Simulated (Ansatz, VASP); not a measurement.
**ZnS: VASP beside Ansatz**

```
Zn S
1.0
     3.81100    0.00000    0.00000
    -1.90550    3.30042    0.00000
     0.00000    0.00000    6.23400
Zn S
2 2
Direct
  0.33333 0.66667 0.00000
  0.66667 0.33333 0.50000
  0.33333 0.66667 0.38500
  0.66667 0.33333 0.88500
```

Alike in both runs: task relaxation of cell and atoms; functional PBE; k mesh 9 × 9 × 6; occupations gaussian, width 0.02 eV; no spin polarisation.

|  | VASP | Ansatz |
| --- | --- | --- |
| version | VASP 6.6.1 | Ansatz 0.2.0 |
| potentials or method | VASP PAW PBE potentials, release 64 (Zn, S) | scalar-relativistic, plane waves, PAW |
| plane-wave cutoff (eV) | 600 | 520 |
| valence electrons in the cell | 36 | 36 |

```csv
,VASP,Ansatz,Ansatz less VASP
"gap on the k mesh at the Fermi level, each at its own relaxed structure (eV)",2.07,2.08,+0.009
relaxed volume (Å³/atom),20.23,20.18,-0.046
relaxed cell length with the largest relative difference (Å),6.310,6.304,-0.0067
energy change over the relaxation (meV/atom),-10,-9,+0.6
```

A hybrid or GW would open this gap; PBE tends to underestimate it. PBE usually gives volumes a little too large and moduli too small. Zero-point motion and thermal expansion aren't in these numbers.
